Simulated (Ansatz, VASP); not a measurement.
**GaAs in VASP and in Ansatz**

File INCAR:

```
SYSTEM = GaAs
ALGO = Normal ; EDIFF = 1E-7
ENCUT = 520 ; GGA = RE
ISIF = 2 ; ISMEAR = 0
IVDW = 13 ; LASPH = .TRUE.
LCHARG = .FALSE. ; LREAL = .FALSE.
LWAVE = .FALSE. ; NBANDS = 16
NELM = 60 ; PREC = Accurate
SIGMA = 0.05
```

File KPOINTS:

```
k-points
0
G
  8 8 8
  0 0 0
```

Contents of POSCAR:

```
GaAs
1.0
    0.0000000000      2.7995603725      2.7995603725
    2.7995603725      0.0000000000      2.7995603725
    2.7995603725      2.7995603725      0.0000000000
Ga As
1 1
Direct
    0.0000000000      0.0000000000      0.0000000000
    0.7500000000      0.7500000000      0.7500000000
```

Input for Ansatz:

```yaml
crystal:
  lattice:
    - [0.0, 2.7995603725, 2.7995603725]
    - [2.7995603725, 0.0, 2.7995603725]
    - [2.7995603725, 2.7995603725, 0.0]
  atoms:
    - { symbol: Ga, position: [0.0, 0.0, 0.0] }
    - { symbol: As, position: [0.75, 0.75, 0.75] }
basis:
  ecutwfc: 420
  ecutrho_ratio: 4
kpoints:
  mp_grid: { grid: [8, 8, 8] }
hamiltonian:
  xc: revpbe
  dispersion: d4
scf:
  occupations: { method: gaussian, width: 0.05 }
output:
  forces: true
  stress: true
  eigenvalues: true
```

Alike in both runs: task single point; functional revPBE; dispersion D4; k mesh 8 × 8 × 8; occupations gaussian, width 0.05 eV; no spin polarisation.

|  | VASP | Ansatz |
| --- | --- | --- |
| version | VASP 6.6.1 | Ansatz 0.2.0 |
| potentials or method | VASP PAW PBE potentials, release 64 (Ga_d, As) | scalar-relativistic, plane waves, PAW |
| plane-wave cutoff (eV) | 520 | 420 |
| valence electrons in the cell | 18 | 28 |

Ansatz gave:

| Quantity | Value |
| --- | --- |
| gap on the k mesh at the Fermi level (eV) | 0.83 |
| least direct gap on the mesh (eV) | 0.83 |
| pressure (GPa) | 1.5 |
| dispersion energy (meV/atom) | -713.1 |

Problem. What did VASP give for the same quantities?

Solution. gap on the k mesh at the Fermi level (eV): 0.83; least direct gap on the mesh (eV): 0.83; pressure (GPa): 1.7; dispersion energy (meV/atom): -712.9.

The two sets of potentials don't hold the same shells in valence.

Caveats: the PAW data sets were made with another functional, which shifts forces and pressure a little (VASP). A k mesh can miss the band edges. revPBE gaps usually lie below the measured ones, often by a third to a half.
